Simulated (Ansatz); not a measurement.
Input and command of a plane-wave DFT calculation in Ansatz:

```yaml
crystal:
  lattice:
    - [-4.8271903414, -4.8271903414, 0.0]
    - [4.8271903414, -4.8271903414, 0.0]
    - [0.0, 4.8271903414, 6.4763045005]
  atoms:
    - { symbol: Sn, position: [0.2179275984, 0.596885733, 0.2434793087] }
    - { symbol: Sn, position: [0.3674236296, 0.8769976823, 0.7471824981] }
    - { symbol: Sn, position: [0.5925048007, 0.1457015939, 0.2434792624] }
    - { symbol: Sn, position: [0.8637142424, 0.3732860346, 0.7397603675] }
    - { symbol: Sn, position: [-0.0022340442, 0.0261852307, -0.0108519215] }
    - { symbol: Sn, position: [0.2520703311, 0.280521738, 0.4978244091] }
    - { symbol: Sn, position: [0.4777145534, 0.4657155637, -0.0326596675] }
    - { symbol: Sn, position: [0.7538606532, 0.741876669, 0.5196426949] }
    - { symbol: O, position: [0.0936399392, 0.3295585966, 0.2434770288] }
    - { symbol: O, position: [0.332332298, 0.5754146043, 0.7481853164] }
    - { symbol: O, position: [0.595572227, 0.8212086539, 0.2431549538], spin: 0.2 }
    - { symbol: O, position: [0.8275700952, 0.0707458692, 0.7388167616] }
    - { symbol: O, position: [0.1671386089, 0.9640971378, 0.2404427653], spin: 0.2 }
    - { symbol: O, position: [0.3879270461, 0.1629291077, 0.7183290279] }
    - { symbol: O, position: [0.6013960592, 0.4441615122, 0.2434786086] }
    - { symbol: O, position: [0.9130791671, 0.6881099724, 0.7686892892] }
    - { symbol: O, position: [0.1792103152, 0.4216206558, -0.0478002634] }
    - { symbol: O, position: [0.4705144355, 0.7128646374, 0.5347679871] }
    - { symbol: O, position: [0.701964666, -0.0258824917, 0.0226905795], spin: 0.2 }
    - { symbol: O, position: [0.9269664901, 0.197487145, 0.4666818653] }
    - { symbol: O, position: [0.7799190832, 0.5209536902, -0.013733189], spin: 0.2 }
    - { symbol: O, position: [0.0377560785, 0.776920921, 0.498859486] }
    - { symbol: O, position: [0.2985327554, 0.0319763019, -0.0129531524] }
    - { symbol: O, position: [0.5549502627, 0.2884112045, 0.4999006574] }
    - { symbol: Sn, position: [0.8955058193, 0.8372248615, 0.2393711613], spin: 0.2 }
  host:
    lattice:
      - [4.8271903414, 0.0, 0.0]
      - [0.0, 4.8271903414, 0.0]
      - [0.0, 0.0, 3.2381522502]
    atoms:
      - { symbol: Sn, position: [0.5, 0.5, 0.5] }
      - { symbol: Sn, position: [0.0, 0.0, 0.0] }
      - { symbol: O, position: [0.1934234768, 0.8065765232, 0.5] }
      - { symbol: O, position: [0.8065765232, 0.1934234768, 0.5] }
      - { symbol: O, position: [0.3065765232, 0.3065765232, 0.0] }
      - { symbol: O, position: [0.6934234768, 0.6934234768, 0.0] }
total_charge: 3
basis:
  ecutwfc: 420
  xc_grid: 2
kpoints:
  mp_grid: { grid: [3, 3, 3], shift: [0.0, 0.0, 0.0] }
hamiltonian:
  xc: pbe
scf:
  occupations: { method: gaussian, width: 0.01 }
output:
  forces: true
  stress: false
  eigenvalues: true
  populations: true
  charged_corrections:
    defect_position: [0.8125, 0.8125, 0.125]
    epsilon: [[14.0248, 0.0, 0.0], [0.0, 14.0248, 0.0], [0.0, 0.0, 10.8937]]
  write_density: true
  write_potential: true
  elf: true
  volumetric_format: npy
magnetization:
  spin_polarized: true
relax:
  adjacent_minimum: "off"
  f_tol: 0.025
  max_steps: 45
```

```bash
ansatz run input.yaml --threads 4 --pin off --max-ram 10240MiB --backend cpu --events-out ev --progress --plain --runs-dir out
```

Processor: AMD EPYC 9R45 96-Core Processor (Zen 5), 4 threads, on a host shared with other jobs.

Question: How long does it run, and how much memory does it take?

Answer: About 2.8 min on 4 threads of AMD EPYC 9R45 96-Core Processor (Zen 5), on a shared host, peak memory 1.7 GiB. It solves 135 bands at 14 k points (the mesh reduced by symmetry) with about 5921 plane waves, in 71 SCF iterations over 8 ionic steps.
